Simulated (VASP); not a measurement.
## H2: relaxation of the atoms with PBEsol

Molecule: H2, in a box.

```
H
1.0
    10.00000    0.00000    0.00000
     0.00000   10.50000    0.00000
     0.00000    0.00000   11.00000
H
2
Direct
  0.50000 0.50000 0.46636
  0.50000 0.50000 0.53364
```

```
Program                : VASP 6.6.1
Task                   : relaxation of the atoms
Functional             : PBEsol
Potentials or basis    : VASP PAW PBE potentials, release 64 (H)
Cutoff                 : 300 eV
k mesh                 : 1 × 1 × 1
Occupations            : gaussian, width 0.02 eV
Spin                   : no spin polarisation
Further INCAR settings : ALGO = Fast; EDIFF = 1e-07; ISYM = 0; IBRION = 2; EDIFFG = -0.005; NSW = 90
```

```yaml
Energy_gained_by_relaxing: 3.1 meV/atom
Ionic_steps: 3
Gap_between_the_frontier_levels: 9.95 eV
```

Forces in eV/Å, atoms in the order of the input:
```
H    0.000  0.000  0.003
H    0.000  0.000 -0.003
```

The path:
```csv
step,energy change (eV),largest force (eV/Å),pressure (GPa)
1,0.0000,0.6621,-0.02
2,0.0227,1.2373,-0.09
3,-0.0063,0.0027,-0.05
```

Final structure:
```
H
1.0
    10.00000    0.00000    0.00000
     0.00000   10.50000    0.00000
     0.00000    0.00000   11.00000
H
2
Direct
  0.50000 0.50000 0.46548
  0.50000 0.50000 0.53452
```

Levels at points of the mesh, in eV from the valence-band top:
| k point | band 1 | band 2 | band 3 | band 4 | band 5 |
| --- | --- | --- | --- | --- | --- |
| (0.00, 0.00, 0.00) | 0.00 | 9.95 | 10.45 | 11.00 | 11.10 |

Wall time 29 s on 1 thread of Intel(R) Xeon(R) 6975P-C (Granite Rapids), on a shared host, peak memory 0.46 GiB.

Caveat: the cutoff is under 1.25 times the usual one of these potentials, so pressure, stress and relaxed cells hold a basis-set (Pulay) error; the PAW data sets were made with another functional, which shifts forces and pressure a little.
